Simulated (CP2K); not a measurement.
Crystal: Al.

```
Al
1.0
     2.81246    0.00000    0.00000
    -1.40623    2.43566    0.00000
     0.00000    0.00000    4.86685
Al
2
Cartesian
  0.0000 1.6238 1.2167
  1.4062 0.8119 3.6501
```

This isn't the form of Al at room conditions, which is fcc.

- Program: CP2K 2026.2
- Task: single point
- Functional: PBE
- Potentials or basis: POTENTIAL_UZH Al GTH-PBE-q3; TZVP-MOLOPT-PBE-GTH basis
- Density cutoff: 6123 eV
- k mesh: 11 × 11 × 6
- Occupations: fermi-dirac, width 0.05 eV
- Spin: no spin polarisation

On this cell: pressure -0.1 GPa; largest force under 0.003 eV/Å; band gap on the k mesh none (metal or under the smearing width).

The same run follows on a disturbed copy (atoms moved at random, drawn with an rms of 0.05 Å):

```
Al
1.0
     2.81246    0.00000    0.00000
    -1.40623    2.43566    0.00000
     0.00000    0.00000    4.86685
Al
2
Direct
  0.31442 0.64697 0.24540
  0.66979 0.33912 0.75318
```

Question: What changes?

Answer: The energy (extrapolated to zero smearing) moves by +2.2 meV/atom; pressure 0.0 GPa; largest force 0.141 eV/Å; band gap on the k mesh none (metal or under the smearing width).

Forces in eV/Å, atoms in the order of the input:
```
Al   0.024  0.046  0.132
Al  -0.024 -0.046 -0.132
```

Stress tensor (GPa, compression positive):
```
 1.55  0.02  0.03
 0.02  1.44  0.06
 0.03  0.06 -3.03
```

Caveats: the basis of atomic orbitals isn't converged, which shifts pressures, moduli and gaps.
